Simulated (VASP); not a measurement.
# Hf (Fm-3m) in VASP: notebook

Aim: see how the results for Hf move with the level of theory and the settings. Levels: PBEsol, RPBE. Tasks: relaxation of cell and atoms.

Everything below comes from runs of VASP 6.6.1. Logs are shortened: lines on timing, memory, paths and dates and some standing lists are left out, and cuts for length are marked.

## Step 1: Starting point

It takes space group Fm-3m (No. 225, cubic). The conventional cell has a = 4.471 Å, b = 4.471 Å, c = 4.471 Å, α = 90.00°, β = 90.00°, γ = 90.00°. Around Hf (site symmetry m-3m) lie 12 Hf at 3.16 Å.

This isn't the form of Hf at room conditions, which is hcp.

## Step 2: Relaxation of cell and atoms, PBEsol

Contents of INCAR:

```
SYSTEM = Hf
PREC = Accurate
ENCUT = 580
EDIFF = 1E-7
ISMEAR = 0
SIGMA = 0.1
LREAL = .FALSE.
LASPH = .TRUE.
NELM = 100
ALGO = Normal
ISIF = 3
LWAVE = .FALSE.
LCHARG = .FALSE.
GGA = PS
IBRION = 2
NSW = 90
EDIFFG = -0.005
```

Contents of KPOINTS:

```
Automatic mesh
0
G
  16 16 16
  0 0 0
```

Contents of POSCAR:

```
Hf
1.0
    0.0000000000      2.2352673600      2.2352673600
    2.2352673600      0.0000000000      2.2352673600
    2.2352673600      2.2352673600      0.0000000000
Hf
1
Direct
    0.0000000000      0.0000000000      0.0000000000
```

Potentials or basis: VASP PAW PBE potentials, release 64 (Hf).

Launch:

```
$ cat potpaw_PBE.64/Hf/POTCAR > POTCAR
$ mpirun -np 1 vasp_std > vasp.out
```

OUTCAR:

```text
SYSTEM = Hf
   PREC = Accurate
   ENCUT = 580
   EDIFF = 1E-7
   ISMEAR = 0
   LREAL = .FALSE.
   LASPH = .TRUE.
   NELM = 100
   ISIF = 3
   GGA = PS
   IBRION = 2
   NSW = 90
   EDIFFG = -0.005

 ion  position               nearest neighbor table
   1  0.000  0.000  0.000-

  LATTYP: Found a face centered cubic cell.
 ALAT       =     4.4705347200

  Lattice vectors:

 A1 = (   0.0000000000,   2.2352673600,   2.2352673600)
 A2 = (   2.2352673600,   0.0000000000,   2.2352673600)
 A3 = (   2.2352673600,   2.2352673600,   0.0000000000)

Analysis of symmetry for initial positions (statically):
=====================================================================
 Subroutine PRICEL returns:
 Original cell was already a primitive cell.

 Routine SETGRP: Setting up the symmetry group for a
 face centered cubic supercell.

 Subroutine GETGRP returns: Found 48 space group operations
 (whereof 48 operations were pure point group operations)
 out of a pool of 48 trial point group operations.

The static configuration has the point symmetry O_h .

Analysis of symmetry for dynamics (positions and initial velocities):
=====================================================================
 Subroutine PRICEL returns:
 Original cell was already a primitive cell.

 Routine SETGRP: Setting up the symmetry group for a
 face centered cubic supercell.

 Subroutine GETGRP returns: Found 48 space group operations
 (whereof 48 operations were pure point group operations)
 out of a pool of 48 trial point group operations.

The dynamic configuration has the point symmetry O_h .

 Subroutine INISYM returns: Found 48 space group operations
 (whereof 48 operations are pure point group operations),
 and found     1 'primitive' translations

----------------------------------------------------------------------------------------

                                     Primitive cell

  volume of cell :      22.3367

  direct lattice vectors                    reciprocal lattice vectors
     0.000000000  2.235267360  2.235267360    -0.223686888  0.223686888  0.223686888
     2.235267360  0.000000000  2.235267360     0.223686888 -0.223686888  0.223686888
     2.235267360  2.235267360  0.000000000     0.223686888  0.223686888 -0.223686888

  length of vectors
     3.161145416  3.161145416  3.161145416     0.387437055  0.387437055  0.387437055

  position of ions in fractional coordinates (direct lattice)
     0.000000000  0.000000000  0.000000000

  ion indices of the primitive-cell ions
   primitive index   ion index
                 1           1

----------------------------------------------------------------------------------------

 KPOINTS: Automatic mesh

Automatic generation of k-mesh.
 Grid dimensions read from file:
 generate k-points for:   16   16   16

 Generating k-lattice:

  Cartesian coordinates                     Fractional coordinates (reciprocal lattice)
    -0.013980431  0.013980431  0.013980431     0.062500000  0.000000000  0.000000000
     0.013980431 -0.013980431  0.013980431     0.000000000  0.062500000  0.000000000
     0.013980431  0.013980431 -0.013980431     0.000000000  0.000000000  0.062500000

  Length of vectors
     0.024214816  0.024214816  0.024214816

  Shift w.r.t. Gamma in fractional coordinates (k-lattice)
     0.000000000  0.000000000  0.000000000

 Subroutine IBZKPT returns following result:
 ===========================================

 Found    145 irreducible k-points:

 Following reciprocal coordinates:
            Coordinates               Weight
  0.000000  0.000000  0.000000      1.000000
  0.062500  0.000000  0.000000      8.000000
  0.125000  0.000000  0.000000      8.000000
  0.187500  0.000000  0.000000      8.000000
  0.250000  0.000000  0.000000      8.000000
  0.312500  0.000000  0.000000      8.000000
[... 16 lines left out ...]
 -0.125000  0.062500  0.000000     24.000000
 -0.062500  0.062500  0.000000     12.000000
 [... further k-points ...]
   k-points           NKPTS =    145   k-points in BZ     NKDIM =    145   number of bands    NBANDS=      6
   number of dos      NEDOS =    301   number of ions     NIONS =      1
   total plane-waves  NPLWV =  21952
   dimension x,y,z NGX =    28 NGY =   28 NGZ =   28
   dimension x,y,z NGXF=    56 NGYF=   56 NGZF=   56
   ions per type =               1
   NGX,Y,Z   is equivalent  to a cutoff of  14.73, 14.73, 14.73 a.u.
   NGXF,Y,Z  is equivalent  to a cutoff of  29.45, 29.45, 29.45 a.u.
 SYSTEM =  Hf
   PREC   = accura    normal or accurate (medium, high low for compatibility)
   ISTART =      0    job   : 0-new  1-cont  2-samecut
   ICHARG =      2    charge: 1-file 2-atom 10-const
   ISPIN  =      1    spin polarized calculation?
   LNONCOLLINEAR =      F non collinear calculations
   LSORBIT =      F    spin-orbit coupling
   LASPH  =      T    aspherical Exc in radial PAW
   ENCUT  =  580.0 eV  42.63 Ry    6.53 a.u.   6.21  6.21  6.21*2*pi/ulx,y,z
   NELM   =    100;   NELMIN=  2; NELMDL= -5     # of ELM steps
   EDIFF  = 0.1E-06   stopping-criterion for ELM
   LREAL  =      F    real-space projection
   EDIFFG = -.5E-02   stopping-criterion for IOM
   NSW    =     90    number of steps for IOM
   IBRION =      2    ionic relax: 0-MD 1-quasi-New 2-CG
   NFREE  =      1    steps in history (QN), initial steepest desc. (CG)
   ISIF   =      3    stress and relaxation
   ISYM   =      2    0-nonsym 1-usesym 2-fastsym
   POTIM  = 0.5000    time-step for ionic-motion
   TEBEG  =    0.0;   TEEND  =   0.0 temperature during run
   PSTRESS=    0.0 pullay stress
   NELECT =       4.0000    total number of electrons
   NUPDOWN=      -1.0000    fix difference up-down
   EMIN   =  10.00;   EMAX   =-10.00  energy-range for DOS
   EFERMI =   0.00;   METHOD = LEGACY
   ISMEAR =     0;   SIGMA  =   0.10  broadening in eV -4-tet -1-fermi 0-gaus
   EFERMI_NEDOS =   21; number of points for ismear=-14 and -15
   IALGO  =     38    algorithm
   IMIX   =      4    mixing-type and parameters
     AMIX     =   0.40;   BMIX     =  1.00
     AMIX_MAG =   1.60;   BMIX_MAG =  1.00
  volume/ion in A,a.u.               =      22.34       150.74
  Fermi-wavevector in a.u.,A,eV,Ry     =   0.922760  1.743763 11.585167  0.851486
  Thomas-Fermi vector in A             =   2.048322
   LORBIT       =      0    0 simple, 1 ext, 2 COOP (PROOUT), +10 PAW based schemes
   GGA     = PS    functional components
   LHFCALC =     F    Hartree Fock is set to
   AEXX    =    0.0000 exact exchange contribution
   IVDW    =     0    specifies the selected vdW correction
   LEPSILON=     F    determine dielectric tensor
   LRPA    =     F    only Hartree local field effects (RPA)
 conjugate gradient relaxation of ions
 non-spin polarized calculation
 Gauss-broadening in eV      SIGMA  =   0.10
  energy-cutoff  :      580.00
  volume of cell :       22.34
 maximum number of plane-waves:       725
 NGX is ok and might be reduce to    28
   NGX = 13   NGY = 13   NGZ = 13

--------------------------------------- Ionic step        1  -------------------------------------------

 number of electron       4.0000000 magnetization

 Free energy of the ion-electron system (eV)
  ---------------------------------------------------
  ext. energy  EPLUGINS =         0.00000000
  ---------------------------------------------------
  free energy    TOTEN  =       -10.45665167 eV

  energy without entropy =      -10.44714323  energy(sigma->0) =      -10.45189745

------------------------ aborting loop because EDIFF is reached ----------------------------------------

  FORCE on cell =-STRESS in cart. coord.  units (eV):
  Direction    XX          YY          ZZ          XY          YZ          ZX
  --------------------------------------------------------------------------------------
  -------------------------------------------------------------------------------------
  Total       -0.6312603     -0.6312603     -0.6312603     -0.0000000     -0.0000000      0.0000000
  in kB      -45.2793975    -45.2793975    -45.2793975     -0.0000000     -0.0000000      0.0000000
  external PRESSURE =     -45.2793975 kB  Pullay stress =       0.0000000 kB

 VOLUME and BASIS-vectors are now :
 -----------------------------------------------------------------------------
  energy-cutoff  :      580.00
  volume of cell :       22.34
      direct lattice vectors                 reciprocal lattice vectors
     0.000000000  2.235267360  2.235267360    -0.223686888  0.223686888  0.223686888
     2.235267360  0.000000000  2.235267360     0.223686888 -0.223686888  0.223686888
     2.235267360  2.235267360  0.000000000     0.223686888  0.223686888 -0.223686888
[... 141 lines left out ...]
 POSITION                                       TOTAL-FORCE (eV/Angst)
 -----------------------------------------------------------------------------------
      2.20342     -0.00000      2.20342        -0.000000      0.000000      0.000000
 -----------------------------------------------------------------------------------
    total drift:                                0.000000     -0.000000      0.000000

  FREE ENERGIE OF THE ION-ELECTRON SYSTEM (eV)
  ---------------------------------------------------
  free  energy   TOTEN  =       -10.4705572659 eV

  energy  without entropy=      -10.4617963680  energy(sigma->0) =      -10.46617682

--------------------------------------- Ionic step        6  -------------------------------------------

 number of electron       4.0000000 magnetization

 Free energy of the ion-electron system (eV)
  ---------------------------------------------------
  ext. energy  EPLUGINS =         0.00000000
  ---------------------------------------------------
  free energy    TOTEN  =       -10.47055819 eV

  energy without entropy =      -10.46180215  energy(sigma->0) =      -10.46618017

 E-fermi :   5.2445     XC(G=0): -11.2837

 val. band max:        5.2347607581   @ k =   0.3125   0.0000   0.0000
 cond. band min:       5.2522891899   @ k =  -0.3125   0.3125   0.0625
 fundamental gap:      0.0175284318
 Fermi energy:         5.2444935831

 k-point     1 :       0.0000    0.0000    0.0000
  band No.  band energies     occupation
      1      -2.1184      2.00000
      2       6.6613      0.00000
      3       6.6613      0.00000
      4       6.6613      0.00000
      5       9.6117      0.00000
      6       9.6117      0.00000

 k-point     2 :       0.0625    0.0000    0.0000
  band No.  band energies     occupation
      1      -1.9768      2.00000
      2       6.5125      0.00000
      3       6.7313      0.00000
      4       6.7313      0.00000
      5       9.5321      0.00000
      6       9.5321      0.00000
[... 181 lines left out ...]
 k-point    23 :      -0.1250    0.0625    0.0000
  band No.  band energies     occupation
      1      -1.2590      2.00000
      2       5.8854      0.00000
      3       6.9967      0.00000
      4       7.0515      0.00000
      5       8.9323      0.00000
      6       9.6314      0.00000

 k-point    24 :      -0.0625    0.0625    0.0000
  band No.  band energies     occupation
      1      -1.7454      2.00000
      2       6.2782      0.00000
      3       6.8372      0.00000
      4       6.8548      0.00000
      5       9.2421      0.00000
      6       9.5971      0.00000

 [... further k-points ...]

------------------------ aborting loop because EDIFF is reached ----------------------------------------

  FORCE on cell =-STRESS in cart. coord.  units (eV):
  Direction    XX          YY          ZZ          XY          YZ          ZX
  --------------------------------------------------------------------------------------
  -------------------------------------------------------------------------------------
  Total       -0.0013218     -0.0013218     -0.0013218     -0.0000000     -0.0000000      0.0000000
  in kB       -0.0990091     -0.0990091     -0.0990091     -0.0000000     -0.0000000      0.0000000
  external PRESSURE =      -0.0990091 kB  Pullay stress =       0.0000000 kB

 VOLUME and BASIS-vectors are now :
 -----------------------------------------------------------------------------
  energy-cutoff  :      580.00
  volume of cell :       21.39
      direct lattice vectors                 reciprocal lattice vectors
    -0.000000000  2.203228912  2.203228912    -0.226939651  0.226939651  0.226939651
     2.203228912 -0.000000000  2.203228912     0.226939651 -0.226939651  0.226939651
     2.203228912  2.203228912 -0.000000000     0.226939651  0.226939651 -0.226939651

 POSITION                                       TOTAL-FORCE (eV/Angst)
 -----------------------------------------------------------------------------------
      2.20323      2.20323     -0.00000         0.000000      0.000000      0.000000
 -----------------------------------------------------------------------------------
    total drift:                                0.000000      0.000000     -0.000000

  FREE ENERGIE OF THE ION-ELECTRON SYSTEM (eV)
  ---------------------------------------------------
  free  energy   TOTEN  =       -10.4705581915 eV

  energy  without entropy=      -10.4618021522  energy(sigma->0) =      -10.46618017

 reached required accuracy - stopping structural energy minimisation
```

It took 47 s on 1 thread of Intel Xeon 6975P-C (Granite Rapids), shared host; peak memory 0.19 GiB.

Results:

- Free energy: -10.4706 eV
- Relaxed volume: 21.39 Å³/atom
- Relaxed cell: a = 3.116 Å, b = 3.116 Å, c = 3.116 Å, α = 60.00°, β = 60.00°, γ = 60.00°
- Space group after relaxing (to 0.05 Å): Fm-3m (No. 225)
- Energy gained by relaxing: 13.9 meV/atom
- Ionic steps: 6
- Pressure after relaxing: 0.0 GPa
- Band gap on the k mesh: none (metal or under the smearing width)

Step by step:
```csv
step,energy change (eV),largest force (eV/Å),pressure (GPa),volume (Å³)
1,0.0000,0.0000,-4.53,22.34
2,0.0052,0.0000,6.14,20.36
3,-0.0139,0.0000,-0.06,21.40
4,-0.0139,0.0000,0.04,21.38
5,-0.0139,0.0000,-0.04,21.40
6,-0.0139,0.0000,-0.01,21.39
```

Final structure:
```
Hf
1.0
     0.00000    2.20323    2.20323
     2.20323    0.00000    2.20323
     2.20323    2.20323    0.00000
Hf
1
Direct
  0.00000 0.00000 0.00000
```

Levels at points of the mesh, in eV from the Fermi level:
```
           k point  band 1  band 2  band 3  band 4  band 5
(0.00, 0.00, 0.00)   -7.36    1.42    1.42    1.42    4.37
(0.50, 0.00, 0.00)   -3.77    0.75    1.17    1.17    6.63
(0.50, 0.50, 0.00)   -3.44   -2.29    2.77    6.64    7.31
```

Caveat: the PAW data sets were made with another functional, which shifts forces and pressure a little. The run has no spin-orbit coupling, so splittings on Hf are missing.

## Step 3: Relaxation of cell and atoms, RPBE

Changes to INCAR since step 2:

```diff
@@ -2,3 +2,3 @@
 PREC = Accurate
-ENCUT = 580
+ENCUT = 600
 EDIFF = 1E-7
@@ -13,3 +13,3 @@
 LCHARG = .FALSE.
-GGA = PS
+GGA = RP
 IBRION = 2
```

KPOINTS is that of step 2.

POSCAR is that of step 2.

Potentials or basis: VASP PAW PBE potentials, release 64 (Hf_pv).

Launch:

```
$ cat potpaw_PBE.64/Hf_pv/POTCAR > POTCAR
$ mpirun -np 1 vasp_std > vasp.out
```

Run time: 56 s. Hardware: 1 thread of Intel Xeon 6975P-C (Granite Rapids), shared host; peak memory 0.19 GiB.

It converged, with:

```
Free energy                            : -9.4362 eV
Relaxed volume                         : 23.11 Å³/atom
Relaxed cell                           : a = 3.197 Å, b = 3.197 Å, c = 3.197 Å, α = 60.00°, β = 60.00°, γ = 60.00°
Space group after relaxing (to 0.05 Å) : Fm-3m (No. 225)
Energy gained by relaxing              : 8.1 meV/atom
Ionic steps                            : 3
Pressure after relaxing                : 0.0 GPa
Band gap on the k mesh                 : none (metal or under the smearing width)
```

The path:
```
step  energy change (eV)  largest force (eV/Å)  pressure (GPa)  volume (Å³)
   1              0.0000                0.0000            3.44        22.34
   2              0.0002                0.0000           -3.16        23.92
   3             -0.0081                0.0000           -0.01        23.11
```

Final structure:
```cif
data_structure
_symmetry_space_group_name_H-M 'P 1'
_symmetry_Int_Tables_number 1
_cell_length_a 3.1973
_cell_length_b 3.1973
_cell_length_c 3.1973
_cell_angle_alpha 60.000
_cell_angle_beta 60.000
_cell_angle_gamma 60.000
_cell_volume 23.11
loop_
_atom_site_label
_atom_site_type_symbol
_atom_site_fract_x
_atom_site_fract_y
_atom_site_fract_z
_atom_site_occupancy
Hf1 Hf 0.00000 0.00000 0.00000 1
```

Levels at points of the mesh, in eV from the Fermi level:
```tsv
k point	band 3	band 4	band 5	band 6	band 7	band 8
(0.00, 0.00, 0.00)	-30.18	-7.10	1.41	1.41	1.41	4.10
(0.50, 0.00, 0.00)	-30.27	-3.53	0.44	1.21	1.21	6.11
(0.50, 0.50, 0.00)	-30.44	-3.11	-2.00	2.32	6.13	6.69
```

Caveat: the PAW data sets were made with another functional, which shifts forces and pressure a little. The run has no spin-orbit coupling, so splittings on Hf are missing.
